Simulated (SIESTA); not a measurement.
The system is HfN.

```
Hf N
1.0
     0.00000    2.25600    2.25600
     2.25600    0.00000    2.25600
     2.25600    2.25600    0.00000
Hf N
1 1
Cartesian
  0.0000 0.0000 0.0000
  2.2560 2.2560 2.2560
```

Base run:

- Program: SIESTA 5.4.2
- Functional: PBE
- Potentials or basis: PseudoDojo 0.4 standard (PBE files)
- Basis: DZP (energy shift 0.003 Ry; two zetas on semicore shells)
- Grid cutoff: 800 Ry
- Energy shift: 0.003 Ry
- k mesh: 10 × 10 × 10
- Occupations: fermi-dirac, width 0.05 eV
- Spin: no spin polarisation

Its results: band gap on the k mesh none (metal or under the smearing width); pressure 10.3 GPa.

Task: The run is repeated on the same cell with these changes: potentials or basis from PseudoDojo 0.4 standard (PBE files) to PseudoDojo 0.4 standard (PBE files, fully relativistic); spin from no spin polarisation to non-collinear spin, zero start, spin-orbit coupling. What comes out?

Result: Band gap on the k mesh none (metal or under the smearing width); pressure 7.3 GPa; net moment 0.00 μB per cell.

Caveats: short orbitals over semicore shells can move pressures by several GPa; the basis of atomic orbitals isn't converged, which shifts pressures, moduli and gaps; spin-orbit coupling is left out, which moves the levels of the heavy elements (some runs).
